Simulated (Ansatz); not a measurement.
Crystal: La.

```
CELL_PARAMETERS angstrom
3.75000 0.00000 0.00000
-1.87500 3.24760 0.00000
0.00000 0.00000 6.07000
ATOMIC_POSITIONS crystal
La 0.66667 0.33333 0.75000
La 0.33333 0.66667 0.25000
```

This isn't the form of La at room conditions, which is double hcp.

Base run:

| Item | Value |
| --- | --- |
| Program | Ansatz 0.2.0 |
| Functional | PBE |
| Potentials or basis | all-electron LAPW, scalar-relativistic |
| Cutoff | 121 eV |
| Density cutoff | 484 eV |
| Basis error allowed | 0.001 eV/atom |
| k mesh | 8 × 8 × 5 |
| Occupations | fermi-dirac, width 0.05 eV |
| Spin | no spin polarisation |

Its results: pressure 0.7 GPa.

The run is repeated on the same cell with these changes: functional from PBE to PBEsol. What comes out?

Pressure -1.4 GPa.

PBEsol binds more tightly than PBE, so the same cell stands under less pressure.

Not every run made on this cell is shown here.
